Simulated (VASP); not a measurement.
Runs of VASP 6.6.1 on ZrS. Symmetry: Fm-3m, No. 225, cubic system. Conventional cell: a = 5.250 Å, b = 5.250 Å, c = 5.250 Å, α = 90.00°, β = 90.00°, γ = 90.00°. Around Zr (site symmetry m-3m) lie 6 S at 2.62 Å. S (site symmetry m-3m) is surrounded by 6 Zr at 2.62 Å. 

```csv
level,pressure (GPa),relaxed volume (Å³/atom)
BLYP+D3(BJ),0.0,17.41
BLYP+D4,0.0,18.04
BLYP+D3,0.0,(a)
BLYP,0.1,18.90
```

Alike in all rows: task relaxation of cell and atoms; potentials or basis VASP PAW PBE potentials, release 64 (Zr_sv, S); no spin polarisation; cell relaxed; k mesh 9 × 9 × 9; cutoff (eV) 600; smearing fermi-dirac 0.05 eV.

Question: Estimate the missing entries.

Answer: (a) 18.14.

Caveats: the PAW data sets were made with another functional, which shifts forces and pressure a little.
